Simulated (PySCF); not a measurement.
## Bonding in 1,3-cyclopentadiene

Compound: 1,3-cyclopentadiene, C5H6.
SMILES with atom numbers: `[CH:1]1=[CH:2][CH2:3][CH:4]=[CH:5]1` (hydrogens: H6 on C1; H7 on C2; H8, H9 on C3; H10 on C4; H11 on C5)

Structure used (PBE0-D3(BJ)/def2-TZVP), in Å, numbered top down from 1:
```
atom  x, y, z in Å
C1    -0.7582    0.4603   -0.9481
C2     0.2442    1.1106   -0.3367
C3     0.8557    0.2117    0.6864
C4     0.0537   -1.0420    0.5702
C5    -0.8778   -0.8803   -0.3826
H6    -1.3882    0.8534   -1.7355
H7     0.5782    2.1196   -0.5351
H8     0.8025    0.6416    1.6950
H9     1.9215    0.0358    0.4898
H10    0.2159   -1.9237    1.1744
H11   -1.6083   -1.6162   -0.6926
```

Bond orders from the PBE0/pcSseg-2 density (PySCF). Isolated species at its PBE0-D3(BJ)/def2-TZVP geometry, gas phase.

Task: Where do the orders between heavy atoms depart from those drawn in the SMILES?

Result: The largest departure is 0.226, at C1–C2 (drawn double, 1.774) and C4–C5 (drawn double, 1.774). Drawn single, order above 1.12: C5–C1 (1.123).

Task: Give the Mayer order of every bond, beside its length.

Result: 
| bond | drawn as | length (Å) | Mayer order |
| --- | --- | --- | --- |
| C1–C2 | double | 1.342 | 1.774 |
| C2–C3 | single | 1.493 | 1.042 |
| C3–C4 | single | 1.493 | 1.042 |
| C4–C5 | double | 1.342 | 1.774 |
| C5–C1 | single | 1.460 | 1.123 |
| C1–H6 | single | 1.082 | 1.021 |
| C2–H7 | single | 1.081 | 1.021 |
| C3–H8 | single | 1.098 | 0.936 |
| C3–H9 | single | 1.098 | 0.935 |
| C4–H10 | single | 1.081 | 1.021 |
| C5–H11 | single | 1.082 | 1.021 |

By pair of heavy elements: C–C: lowest C2–C3 and C3–C4 (1.042, 1.493 Å), highest C1–C2 and C4–C5 (1.774, 1.342 Å). Bonds named together lie within 0.004.

Task: Sum the orders of all bonds at each heavy atom with more than one neighbour and set the sums beside the valence in the SMILES.

Result: C1 3.918 (drawn 4), C2 3.837 (drawn 4), C3 3.955 (drawn 4), C4 3.837 (drawn 4), C5 3.918 (drawn 4). Orders between atoms that aren't bonded are not in these sums.

Mayer orders depend on the basis set.
